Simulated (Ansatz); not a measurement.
# SnO2 (I4/m) in Ansatz: band structure with RPBE

Aim: the band structure of SnO2 with RPBE.

Everything below comes from runs of Ansatz 0.2.0. Logs are shortened: lines on timing, memory, paths and dates and some standing lists are left out, and cuts for length are marked.

## Step 1: The structure

Symmetry: I4/m, No. 87, tetragonal system. The conventional cell has a = 10.747 Å, b = 10.747 Å, c = 3.232 Å, α = 90.00°, β = 90.00°, γ = 90.00°. Sn (site symmetry m) is surrounded by 6 O at 2.06 to 2.14 Å. O (site symmetry m) is surrounded by 3 Sn at 2.11 to 2.14 Å. O (site symmetry m) has 3 Sn at 2.06 to 2.11 Å as nearest neighbours.

Measurements of this composition are mostly on another form, of space group No. 136.

## Step 2: Band structure, RPBE

File input.yaml:

```yaml
crystal:
  lattice:
    - [-5.37331, 5.37331, 1.616233]
    - [5.37331, -5.37331, 1.616233]
    - [5.37331, 5.37331, -1.616233]
  atoms:
    - { symbol: Sn, position: [0.3510765, 0.8310675, 0.182144] }
    - { symbol: Sn, position: [0.8310675, 0.6489235, 0.479991] }
    - { symbol: Sn, position: [0.1689325, 0.3510765, 0.520009] }
    - { symbol: Sn, position: [0.6489235, 0.1689325, 0.817856] }
    - { symbol: O, position: [0.2056015, 0.1549285, 0.36053] }
    - { symbol: O, position: [0.8450715, 0.2056015, 0.050673] }
    - { symbol: O, position: [0.7943985, 0.8450715, 0.63947] }
    - { symbol: O, position: [0.1549285, 0.7943985, 0.949327] }
    - { symbol: O, position: [0.1610445, 0.5429605, 0.704005] }
    - { symbol: O, position: [0.5429605, 0.8389555, 0.381916] }
    - { symbol: O, position: [0.4570395, 0.1610445, 0.618084] }
    - { symbol: O, position: [0.8389555, 0.4570395, 0.295995] }
hamiltonian:
  xc: rpbe
  pseudopotentials: { kind: paw }
kpoints:
  mp_grid: { grid: [9, 9, 9] }
  band_path:
    path:
      - [[0.0, 0.0, 0.0], [0.0, 0.0, 0.5], [-0.5, 0.5, 0.5], [0.0, 0.0, 0.0], [0.2726185185, 0.2726185185, -0.2726185185], [0.25, 0.25, 0.25], [0.0, 0.5, 0.0], [-0.2726185185, 0.7273814815, 0.2726185185], [-0.5, 0.5, 0.5]]
      - [[0.0, 0.0, 0.5], [0.25, 0.25, 0.25]]
    npoints: 10
scf:
  occupations: { method: fermi_dirac, width: 0.05 }
  n_extra_bands: 30
output:
  forces: true
  stress: true
  eigenvalues: true
  fatbands: false
```

Potentials or basis: Ansatz PAW.

On the command line:

```sh
$ ansatz run input.yaml --threads 4 --pin off --max-ram 11264MiB --backend cpu --events-out ev --progress --plain --runs-dir out
```

Standard output:

```text
Warning: RAYON_NUM_THREADS=4 ignored (pool sized by the plan → 4); use --threads N
basis.fft_grid_basis auto: the FFT boxes are laid along the combinations [[1, 1, 0], [0, 1, 0], [0, 0, 1]] of the cell's own vectors, 3.232, 7.769 and 7.769 Å long. The dense box has 24×54×54 points. Along the cell's own vectors, as sized, it would have 54×54×54, 2.25 times as many. Of the 8 symmetry operations that the crystal satisfies within crystal.symmetry.tolerance (time reversal apart; of a slab, those that keep its plane) the dense box along the cell's own vectors carries 8, and the one as laid loses 6 of those. basis.fft_grid_basis: typed keeps the cell's own vectors: state it where this run's energies or levels are differenced outside the engine with another run's, or held beside a run that keeps those vectors.
scf.n_extra_bands = 30 over 52 filled bands (N_el = 104.0): the run solves 82 bands
Engine: ansatz 0.2.0, x86_64-unknown-linux-gnu
Pseudopotentials: kind: paw
Pseudopotential: Sn, paw, valence charge 14, recommended cutoff 420 eV (normal), Sn.paw.azcp
Pseudopotential: O, paw, valence charge 6, recommended cutoff 420 eV (normal), O.paw.azcp
Functional definition: RPBE
  parameter kappa = 0.804
  parameter beta = 0.06672455060314922
  exchange = rpbe_x(kappa = kappa, mu = beta*pi^2/3)
  correlation = pbe_c(beta = beta)
Crystal: 12 atoms, lattice volume = 186.658 Å³
Basis set: ecut = 420 eV, 3645 PW (Γ), FFT grids on a1+a2, a2, a3, exchange–correlation on 48×108×108 points (8 copies of the dense FFT grid, shifted against one another)
Bands: 82, of which v1, the nominal top of the filled ones, is band 52 counted from 1 (51 counted from 0)
Symmetry: 8 space group operations
Space group: I4/m (ITA 87), of the structure as read, at distance tolerance 5.7e-5 Å
k-points: 105 of 729
Non-local potential: Sn, projectors of the file, l = 0: 2, l = 1: 2, l = 2: 2, l = 3: 2
Non-local potential: O, projectors of the file, l = 0: 2, l = 1: 2, l = 2: 1
PAW form: soft (Blöchl's): semilocal exchange-correlation on the pseudo side does not see the compensation charge
PAW frozen core: Sn, regenerated for the run's functional, and the local potential with it (the file was generated under x = pbe(κ = 0.804, μ = 0.2195149727645171), c = pbe(β = 0.06672455060314922))
PAW frozen core: O, regenerated for the run's functional, and the local potential with it (the file was generated under x = pbe(κ = 0.804, μ = 0.2195149727645171), c = pbe(β = 0.06672455060314922))
PAW one-centre angular grid: Sn, 590 points (default); XC on 64 Gauss nodes
PAW one-centre angular grid: O, 110 points (default); XC on 64 Gauss nodes
Initial density: superposition of atomic densities (neutral atoms: chi_scale 0, normalization atom), corrected by the library's trained network
Initial wavefunctions: pseudopotential atomic-orbital guess
Functional: x = rpbe, c = pbe(β = 0.06672455060314922)
SCF iter   1: F=—  HF=-28683.449822 eV  |F-HF|=—  |Δ(HF+E_count)|=         —  Δρ=3.65e-3  dr2=1.78e-2  ethr=1.77e-3  ⟨swp⟩=5.3  Hψ=36014  notcnv=0  defer=1800
preconditioner: auto → Resta (q_TF=auto, 2.475 Å⁻¹)  ε∞=2.5  [insulator: Δε(μ)=1.880 eV  Ē_g=22.579 eV  σ=0.050 eV  W_gap=1.00  n_scr=48 (ndim 8)  ℏωp=27.7 eV  f_vac=0.216  D(μ)=0.00/eV (n_scr^D=0)  ε∞_Penn≈2.5  vacuum switching on, ρ_ref=3.7e-2 e/Å³]
SCF iter   2: F=—  HF=-28683.449342 eV  |F-HF|=—  |Δ(HF+E_count)|=   4.80e-4  Δρ=1.72e-3  dr2=3.02e-3  ethr=1.71e-5  ⟨swp⟩=2.0  Hψ=15262  notcnv=0  defer=2558
SCF iter   3: F=—  HF=-28683.450136 eV  |F-HF|=—  |Δ(HF+E_count)|=   7.94e-4  Δρ=8.32e-4  dr2=1.09e-3  ethr=2.91e-6  ⟨swp⟩=2.7  Hψ=11699  notcnv=0  defer=2558
SCF iter   4: F=—  HF=-28683.449977 eV  |F-HF|=—  |Δ(HF+E_count)|=   1.59e-4  Δρ=2.14e-4  dr2=6.66e-5  ethr=1.05e-6  ⟨swp⟩=2.0  Hψ=8292  notcnv=0  defer=2558
SCF iter   5: F=—  HF=-28683.450246 eV  |F-HF|=—  |Δ(HF+E_count)|=   2.69e-4  Δρ=5.59e-5  dr2=3.81e-6  ethr=6.40e-8  ⟨swp⟩=2.0  Hψ=8538  notcnv=0  defer=2558
SCF iter   6: F=—  HF=-28683.450249 eV  |F-HF|=—  |Δ(HF+E_count)|=   2.75e-6  Δρ=2.09e-5  dr2=6.20e-7  ethr=3.66e-9  ⟨swp⟩=2.2  Hψ=9347  notcnv=0  defer=2558
SCF iter   7: F=-28683.450249 eV  HF=-28683.450249 eV  |F-HF|=5.12e-8  |Δ(HF+E_count)|=   4.02e-7  Δρ=3.93e-6  dr2=3.18e-8  ethr=9.62e-11  ⟨swp⟩=13.7  Hψ=61978  notcnv=0
SCF 1 converged in 7 iterations: F = -28683.450249 eV  dr2 = 3.18e-8
NSCF: frozen V_eff on 92 k-points
SCF converged after 7 iterations
Free energy (F): -28683.450249 eV
Harris-Foulkes:  -28683.450249 eV  (|F-HF|=5.12e-8)
Internal energy: -28683.450249 eV  (E = F + TS)
E sigma→0 (E₀):  -28683.450249 eV
Fermi energy:    6.286345 eV
--- Per-component energies (eV) ---
  E_band       = -626.579078
  E_kinetic    = 2155.048334
  E_local      = -10256.650132  (includes V_loc(G=0)·N_el)
  E_nonlocal   = 256.891954
  E_hartree    = 5055.458923
  E_xc         = -2113.187485
  E_vxc        = -1122.992444  (∫ρ·V_xc dr)
  E_paw        = -17897.014537  (= ΣΔE_a)
  E_vpaw       = -1769.810318  (= ΣTr[D̂ρ^β])
  E_aug_tail   = 0.019163  (compensation charges beyond the density's cutoff)
  E_ewald      = -5883.954369
  E_core_change = -0.062101  (= ΣΔE_core)
  E_smearing   = -0.000000  (= −TS)
  E_closure    = 0.000000  (closes the sum)
  Σ components = -28683.450249   (vs F -28683.450249, Δ=0.00e0)
--- Forces (eV/Å), atoms counted from 1 ---
  atom   1  Sn     0.13055744     0.00352552     0.00000000
  atom   2  Sn    -0.00352552     0.13055744     0.00000000
  atom   3  Sn     0.00352552    -0.13055744     0.00000000
  atom   4  Sn    -0.13055744    -0.00352552     0.00000000
  atom   5  O      0.04100209     0.01619032     0.00000000
  atom   6  O      0.01619032    -0.04100209     0.00000000
  atom   7  O     -0.04100209    -0.01619032     0.00000000
  atom   8  O     -0.01619032     0.04100209     0.00000000
  atom   9  O      0.07466136    -0.02740290    -0.00000000
  atom  10  O      0.02740290     0.07466136    -0.00000000
  atom  11  O     -0.02740290    -0.07466136     0.00000000
  atom  12  O     -0.07466136     0.02740290     0.00000000
  max |Σ_I F_I| component: 1.39e-17 eV/Å
--- Stress (GPa, compression-positive) ---
        2.649872      -0.000000       0.000000
        0.000000       2.649872       0.000000
        0.000000       0.000000       2.594250
  P = ⅓ Tr σ = 2.6313 GPa (26.313 kbar)
--- Band table (eV; the first three rows and the last of 105) ---
  k-point 0: bands = ["-15.2606", "-15.2606", "-15.0932", "-14.7043", "-14.6106", "-14.5698", "-14.5602", "-14.5602", "-14.5545", "-14.5545", "-14.5183", "-14.5040", "-14.4647", "-14.4487", "-14.3925", "-14.3925", "-14.3922", "-14.3922", "-14.3316", "-14.3185", "-12.9136", "-12.1555", "-11.7592", "-11.7592", "-11.4531", "-10.5854", "-10.1542", "-10.1542", "-0.9600", "-0.5497", "-0.5497", "1.1552", "1.8729", "2.5459", "2.5459", "2.7645", "2.7905", "2.8062", "2.8062", "3.4806", "3.8030", "4.0313", "4.1709", "4.4245", "4.4245", "4.5633", "4.6324", "4.6324", "4.7140", "5.0467", "5.0467", "5.1444", "7.1030", "10.0272", "10.0272", "10.3938", "12.1059", "12.1059", "12.4853", "12.7008", "14.3217", "15.7630", "16.0449", "16.0449", "16.2030", "16.3015", "17.1709", "17.1709", "17.3037", "17.8943", "17.8943", "17.9402", "18.2917", "18.2917", "18.4158", "19.9312", "20.1593", "22.1648", "22.1648", "22.8627", "23.1803", "23.1803"]
  k-point 1: bands = ["-15.2708", "-15.2609", "-15.0741", "-14.7096", "-14.6105", "-14.5771", "-14.5599", "-14.5559", "-14.5546", "-14.5545", "-14.5179", "-14.5045", "-14.4652", "-14.4516", "-14.3924", "-14.3923", "-14.3921", "-14.3921", "-14.3311", "-14.3189", "-12.9014", "-12.1915", "-11.7515", "-11.7371", "-11.4381", "-10.6399", "-10.1495", "-10.1211", "-1.0828", "-0.5623", "-0.3903", "1.1697", "1.8616", "2.4992", "2.5459", "2.6492", "2.8302", "2.8309", "2.8894", "3.5096", "3.7789", "4.0234", "4.1641", "4.4207", "4.4243", "4.5733", "4.5815", "4.6394", "4.7117", "5.0152", "5.0450", "5.1630", "7.1949", "9.8727", "10.0488", "10.4948", "12.0927", "12.1125", "12.4994", "12.6918", "14.3066", "15.6793", "16.0322", "16.0753", "16.2303", "16.3760", "17.0485", "17.1881", "17.4121", "17.8071", "17.8775", "17.8948", "18.2506", "18.4211", "18.4771", "19.8670", "20.2774", "22.1464", "22.1769", "22.8627", "23.1125", "23.1737"]
  k-point 2: bands = ["-15.2910", "-15.2617", "-15.0284", "-14.7270", "-14.6102", "-14.5888", "-14.5590", "-14.5548", "-14.5545", "-14.5519", "-14.5167", "-14.5057", "-14.4665", "-14.4581", "-14.3926", "-14.3924", "-14.3917", "-14.3914", "-14.3300", "-14.3200", "-12.8661", "-12.2785", "-11.7384", "-11.6754", "-11.4023", "-10.7632", "-10.1373", "-10.0580", "-1.2614", "-0.5934", "-0.1095", "1.2058", "1.8316", "2.4265", "2.4473", "2.5457", "2.8845", "2.9610", "2.9637", "3.5608", "3.7106", "3.9962", "4.1614", "4.4130", "4.4241", "4.4553", "4.5971", "4.6586", "4.7045", "4.9534", "5.0430", "5.1880", "7.4374", "9.5772", "10.1035", "10.6364", "12.0637", "12.1395", "12.5179", "12.6688", "14.2764", "15.5462", "16.0052", "16.0656", "16.3064", "16.5272", "16.9359", "17.2182", "17.5415", "17.6233", "17.8387", "17.8960", "18.1648", "18.5876", "18.6148", "19.7665", "20.5434", "22.1199", "22.2353", "22.4834", "22.8636", "23.1567"]
  k-point 104: bands = ["-15.4071", "-15.0763", "-14.9244", "-14.9044", "-14.6027", "-14.6019", "-14.5681", "-14.5647", "-14.5482", "-14.5439", "-14.5113", "-14.5108", "-14.4683", "-14.4680", "-14.4087", "-14.4044", "-14.3807", "-14.3774", "-14.3252", "-14.3248", "-12.5182", "-12.4070", "-12.3182", "-11.2900", "-11.1167", "-11.0858", "-10.2802", "-9.8517", "-1.7845", "0.0810", "0.1230", "0.8517", "2.1366", "2.1486", "2.1874", "2.8320", "2.9356", "3.2432", "3.2878", "3.3568", "3.4284", "4.0009", "4.0215", "4.1179", "4.4069", "4.4072", "4.6378", "4.6507", "4.6701", "4.6737", "5.0571", "5.2318", "8.8551", "9.0909", "9.3470", "10.9266", "12.1238", "12.3373", "12.4414", "12.4564", "14.3403", "15.1442", "15.9093", "15.9697", "16.1928", "16.8902", "17.2871", "17.3306", "17.5423", "17.6124", "17.7287", "17.9059", "17.9478", "18.8864", "19.3953", "20.0793", "20.3483", "20.8881", "22.1048", "22.1379", "22.8980", "22.9026"]
```

Run time: 32 s. Hardware: 4 threads of Intel Xeon Platinum 8259CL at 2.50GHz (Skylake/Cascade Lake), shared host; peak memory 1.4 GiB.

What came out:

```
Free energy             : -28683.4502 eV
Pressure                : 2.6 GPa
Largest force           : 0.131 eV/Å
Band gap on the k mesh  : 1.87 eV, indirect (least direct gap 1.96 eV)
Band gap along the path : 1.87 eV, indirect (least direct gap 1.96 eV)
```

Forces on the atoms (eV/Å):
```
Sn   0.131  0.004  0.000
Sn  -0.004  0.131  0.000
Sn   0.004 -0.131  0.000
Sn  -0.131 -0.004  0.000
O    0.041  0.016  0.000
O    0.016 -0.041  0.000
O   -0.041 -0.016  0.000
O   -0.016  0.041  0.000
O    0.075 -0.027  0.000
O    0.027  0.075  0.000
O   -0.027 -0.075  0.000
O   -0.075  0.027  0.000
```

Levels at the corners of the path, in eV from the valence-band top:
```
point  band 48  band 49  band 50  band 51  band 52  band 53  band 54  band 55  band 56  band 57
    Γ    -0.60    -0.52    -0.19    -0.19    -0.09     1.87     4.79     4.79     5.16     6.87
    X    -0.56    -0.50    -0.41    -0.19    -0.02     2.86     3.67     4.98     5.57     6.79
    M    -0.59    -0.56    -0.56    -0.18     0.00     3.84     3.84     3.92     5.70     6.88
    Γ    -0.60    -0.52    -0.19    -0.19    -0.09     1.87     4.79     4.79     5.16     6.87
    Z    -0.58    -0.40    -0.32    -0.32    -0.32     5.35     5.35     5.67     6.19     7.86
    P    -0.73    -0.66    -0.33    -0.33    -0.13     5.38     5.61     5.91     5.91     7.98
    N    -0.69    -0.48    -0.40    -0.24    -0.23     5.45     5.45     5.91     5.94     7.98
   Z1    -0.58    -0.40    -0.32    -0.32    -0.32     5.35     5.35     5.67     6.19     7.86
    M    -0.59    -0.56    -0.56    -0.18     0.00     3.84     3.84     3.92     5.70     6.88
    X    -0.56    -0.50    -0.41    -0.19    -0.02     2.86     3.67     4.98     5.57     6.79
    P    -0.73    -0.66    -0.33    -0.33    -0.13     5.38     5.61     5.91     5.91     7.98
```

Caveat: the pressure holds a Pulay correction of +0.6 GPa for the finite cutoff; spin-orbit coupling is left out, which moves the levels of the heavy elements; the PAW data sets come from PBE, with cores solved anew for the run's functional, which leaves a small shift of forces and pressure.
